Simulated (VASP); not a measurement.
Ti: single point with PBE

Ti:

```xyz
2
Lattice="2.9500 0.0000 0.0000 -1.4750 2.5548 0.0000 0.0000 0.0000 4.6800" Properties=species:S:1:pos:R:3 pbc="T T T"
Ti    0.0000    1.7032    1.1700
Ti    1.4750    0.8516    3.5100
```

* Program: VASP 6.6.1
* Task: single point
* Functional: PBE
* Potentials or basis: VASP PAW PBE potentials, release 64 (Ti_sv)
* Cutoff: 400 eV
* k mesh: 12 × 12 × 6
* Occupations: gaussian, width 0.1 eV
* Spin: no spin polarisation

The pressure is -2.5 GPa and the band gap on the k mesh is none (metal or under the smearing width).

Levels at points of the mesh, in eV from the Fermi level:
```tsv
k point	band 10	band 11	band 12	band 13	band 14	band 15
(0.00, 0.00, 0.00)	-2.67	0.69	0.75	0.75	0.84	1.23
(0.50, 0.00, 0.00)	-2.13	-1.83	-0.66	0.46	0.59	1.13
(0.00, 0.00, 0.50)	-4.34	0.06	0.06	0.65	0.65	0.65
(0.50, 0.00, 0.50)	-2.52	-0.82	-0.82	1.27	1.27	1.68
```

It took 14 s on 1 thread of AMD EPYC 9R45 96-Core Processor (Zen 5), on a shared host, peak memory 0.12 GiB.
